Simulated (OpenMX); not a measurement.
Crystal: SiO2.

```
Si O
1.0
     0.00000    4.71626    7.36278
     2.35958    0.00000    7.36278
     2.35958    4.71626    0.00000
Si O
4 8
Direct
  0.93677 0.93677 0.56323
  0.68677 0.68677 0.31323
  0.31323 0.31323 0.68677
  0.56323 0.56323 0.93677
  0.06344 0.43656 0.06344
  0.43656 0.06344 0.43656
  0.81344 0.18656 0.81344
  0.18656 0.81344 0.18656
  0.12500 0.62500 0.62500
  0.62500 0.62500 0.62500
  0.62500 0.62500 0.12500
  0.62500 0.12500 0.62500
```

The cell comes from a database or a generator and needn't be the stable form of this composition.

Base run:

- Program: OpenMX 3.8.5
- Functional: PBE
- Potentials or basis: OpenMX 2013 PBE set, Si7.0-s2p2d1, O6.0-s2p2d1, grid cutoff 400 Ry
- k mesh: 7 × 7 × 7
- Occupations: fermi-dirac, width 0.05 eV
- Spin: no spin polarisation

Its results: band gap on the k mesh 6.13 eV, direct; pressure 9.4 GPa; largest force 0.990 eV/Å.

**Question.** The run is repeated on the same cell with these changes: functional from PBE to LDA; potentials or basis from OpenMX 2013 PBE set, Si7.0-s2p2d1, O6.0-s2p2d1, grid cutoff 400 Ry to OpenMX 2013 LDA set, Si7.0-s2p2d1, O6.0-s2p2d1, grid cutoff 400 Ry. What comes out?

**Answer.** Band gap on the k mesh 5.95 eV, direct; pressure 2.2 GPa; largest force 0.496 eV/Å.

Caveats: the basis of atomic orbitals isn't converged, which shifts pressures, moduli and gaps.
